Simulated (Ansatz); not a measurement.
# Ta2N: energy along a strain

Ta2N, P-3m1, a = 3.079 Å, c = 4.823 Å. The structure is a Materials Project entry; whether it is the stable form wasn't checked. Ansatz: PBEsol, PAW, 420 eV, Γ-centred 18×18×10 mesh on 3 atoms, Gaussian smearing 0.15 eV; no spin polarisation. Cell vectors (Å): 3.079 0.000 0.000; -1.539 2.666 0.000; 0.000 0.000 4.823. The cell is strained by x per cent times the pattern (0 0 0 1 0 0) in the order xx yy zz yz xz xy (engineering shears), with fractional coordinates held. y is the free energy over the start, V0 = 13.197 Å³/atom.

| x (%) | y (meV/atom) |
| --- | --- |
| -4.00 | 11.27 |
| -2.00 | 2.76 |
| 0.00 | 0.00 |
| 1.00 | 0.67 |
| 3.00 | 5.99 |
| 4.00 | ? |

Q: Fit y = c2 x² + c3 x³ to the other rows, get the stiffness along the pattern, and predict the missing energy.

A: Least squares on the rows shown. y = 0.6820 x² − 0.005558 x³. The clamped-ion stiffness p·C·p = 2 × 6.820 eV × 160.2 / 13.197 Å³ = 166 GPa, which is C44 in these axes. At x = 4.00 the fit asked for gives 10.56 meV/atom. The run gave 10.59 meV/atom, so the fit is 0.03 meV/atom too low, a small miss on the scale of the series.

The cell has an odd number of electrons and ran without spin polarisation, so a magnetic or disproportionated state may lie lower. Spin–orbit coupling is left out, which can shift energies with elements as heavy as these.